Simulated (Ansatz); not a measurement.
The system is KF.

```xyz
2
Lattice="3.2590 0.0000 0.0000 0.0000 3.2590 0.0000 0.0000 0.0000 3.2590" Properties=species:S:1:pos:R:3 pbc="T T T"
K     0.0000    0.0000    0.0000
F     1.6295    1.6295    1.6295
```

The cell comes from a database or a generator and needn't be the stable form of this composition.

- Program: Ansatz 0.2.0
- Task: single point
- Functional: PBE
- Potentials or basis: Ansatz PAW
- Cutoff: 420 eV (not typed: the program's choice for these potentials)
- k mesh: 8 × 8 × 8
- Occupations: fermi-dirac, width 0.05 eV
- Spin: no spin polarisation

On this cell: pressure 0.0 GPa; largest force zero by symmetry; band gap on the k mesh 6.27 eV, indirect (least direct gap 6.32 eV).

The same run follows on a disturbed copy (atoms moved at random, drawn with an rms of 0.05 Å):

```
K F
1.0
     3.25895    0.00000    0.00000
     0.00000    3.25895    0.00000
     0.00000    0.00000    3.25895
K F
1 1
Direct
  0.99886 0.00911 0.98961
  0.50522 0.49190 0.48728
```

Problem. What changes?

Solution. The energy moves by +0.7 meV/atom; pressure 0.0 GPa; largest force 0.044 eV/Å; band gap on the k mesh 6.27 eV, indirect (least direct gap 6.32 eV).

Forces in eV/Å, atoms in the order of the input:
```
K    0.015 -0.041 -0.006
F   -0.015  0.041  0.006
```

A k mesh can miss the band edges.
